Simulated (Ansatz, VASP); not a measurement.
## Two plane-wave programs on Ca

```
CELL_PARAMETERS angstrom
3.48866 0.00000 0.00000
0.00000 3.48866 0.00000
0.00000 0.00000 3.57587
ATOMIC_POSITIONS crystal
Ca 0.00000 0.00000 0.00000
```

Change from the starting cell: strain +0.000 along x and y, +0.025 along z, atoms carried along.

Alike in both runs: task single point; functional LDA; k mesh 14 × 14 × 14; occupations gaussian, width 0.15 eV; no spin polarisation.

```csv
,VASP,Ansatz
version,VASP 6.6.1,Ansatz 0.2.0
potentials or method,"VASP PAW LDA potentials, release 64 (Ca_sv)","scalar-relativistic, plane waves, PAW"
plane-wave cutoff (eV),520,420
valence electrons in the cell,10,10
```

|  | VASP | Ansatz | Ansatz less VASP |
| --- | --- | --- | --- |
| gap on the k mesh at the Fermi level (eV) | none | none | - |
| pressure (GPa) | -1.4 | -1.4 | +0.01 |
| largest component of the traceless stress (GPa) | 0.69 | 0.69 | -0.003 |

A gap of «none» marks a metal or a gap that the smearing closes.
